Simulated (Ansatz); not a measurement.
Relaxed GeO₂ (rutile):

```xyz
6
Lattice="4.4875 0.0000 0.0000 0.0000 4.4875 0.0000 0.0000 0.0000 2.9050" Properties=species:S:1:pos:R:3 pbc="T T T"
Ge     0.0000     0.0000     0.0000
Ge     2.2438     2.2438     1.4525
O      1.3783     1.3783     0.0000
O      3.6221     0.8654     1.4525
O      0.8654     3.6221     1.4525
O      3.1092     3.1092     0.0000
```

Calculation: PBE (plane waves to 420 eV, PAW, scalar-relativistic; Ansatz, an electronic-structure program). k mesh 6×6×9 (Γ-centred), Fermi-Dirac smearing 0.05 eV. GeO2 was relaxed with its symmetry unable to fall.

One atom of the cell was then moved (with its periodic images), all else fixed, and the forces (eV/Å) came out as:

```tsv
atom	Fx	Fy	Fz
Ge1	0.052	0.068	0.000
Ge2	-0.036	-0.047	0.000
O3	0.282	0.023	0.000
O4	-0.323	-0.322	0.000
O5	0.004	0.008	0.000
O6	0.020	0.270	0.000
```

Question: Which atom was moved, and by which vector (Å)?

Answer: O4, by (0.05, 0.05, 0.00), 0.08 Å in all.

(A displaced cell: forces are minus the slopes of the energy, force constants its curvatures, and phonons follow from these.)
